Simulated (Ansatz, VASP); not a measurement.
Ni: VASP beside Ansatz

```
CELL_PARAMETERS angstrom
0.00000 1.77702 1.77702
1.77702 0.00000 1.77702
1.77702 1.77702 0.00000
ATOMIC_POSITIONS crystal
Ni 0.00000 0.00000 0.00000
```

Change from the starting cell: volume scaled by 1.03.

Alike in both runs: task single point; functional PBE; k mesh 18 × 18 × 18; occupations fermi-dirac, width 0.08 eV; collinear spin.

|  | VASP | Ansatz |
| --- | --- | --- |
| version | VASP 6.6.1 | Ansatz 0.2.0 |
| potentials or method | VASP PAW PBE potentials, release 64 (Ni), cutoff 520 eV | all-electron LAPW, scalar-relativistic |

```csv
,VASP,Ansatz,Ansatz less VASP
pressure (GPa),-5.4,-5.5,-0.09
net moment per atom (μB),0.62,0.63,+0.010
size of the moment on the site where the two differ most (μB),0.64,0.66,+0.021
```

Site moments also hang on the region over which each program counts them. Ansatz ran all-electron here, so the differences hold the error of VASP's frozen core and of both bases.
